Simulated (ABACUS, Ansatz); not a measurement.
## SnTe: energy against volume and a worked fit

Space group Fm-3m (No. 225). a = 6.302 Å, b = 6.302 Å, c = 6.302 Å, α = 90.00°, β = 90.00°, γ = 90.00°
```
atom  site  symmetry       x       y       z
  Te    4b      m-3m  0.5000  0.0000  0.0000
  Sn    4a      m-3m  0.0000  0.0000  0.0000
```

The cell was scaled at fixed shape and fractions and run with Ansatz, JTH PAW, cutoff 6600 eV; PBEsol, k mesh 7 × 7 × 7 on the cell of 2 atoms, fermi-dirac occupations of 0.05 eV, no spin polarisation, no spin-orbit coupling. The potentials were made for PBE. Energies are those that the program minimises, any entropy of the smearing included.

```csv
V (Å³/atom),energy over the lowest row (meV/atom)
29.4043,13.224
30.0299,4.550
30.6556,?
31.2812,0.000
31.9068,3.234
32.5324,9.633
33.1581,18.868
```

Task: Fit the third-order Birch-Murnaghan form, give V0, B0 and B′, and predict the energy left open.

Result: With y = (V0/V)^(2/3), E = E0 + (9 V0 B0/16) [(y - 1)³ B′ + (y - 1)² (6 - 4y)]. Least squares through the rows shown give V0 = 31.0159 Å³/atom, E0 = -0.329 meV, B0 = 47.01 GPa (1 eV/Å³ = 160.218 GPa) and B′ = 4.52, with a largest miss of 0.001 meV. At V = 30.6556 the form with these constants gives 0.298 meV; the run gave 0.300 meV an atom. Other set-ups at this level, from all their volumes (Å³/atom, GPa): ABACUS, PseudoDojo NC SR 0.4.1 PBEsol standard, plane waves: V0 31.076, B0 46.96; Ansatz, Ansatz PAW (made for PBE): V0 31.025, B0 46.85; Ansatz, PseudoDojo standard (made for PBE): V0 30.994, B0 46.98; Ansatz, PseudoDojo stringent (made for PBE): V0 31.073, B0 46.71. Measured volume: 31.45 Å³/atom at 300 K (a printed reference work), so the fit lies -1.4 % from it. The runs are for a static lattice.
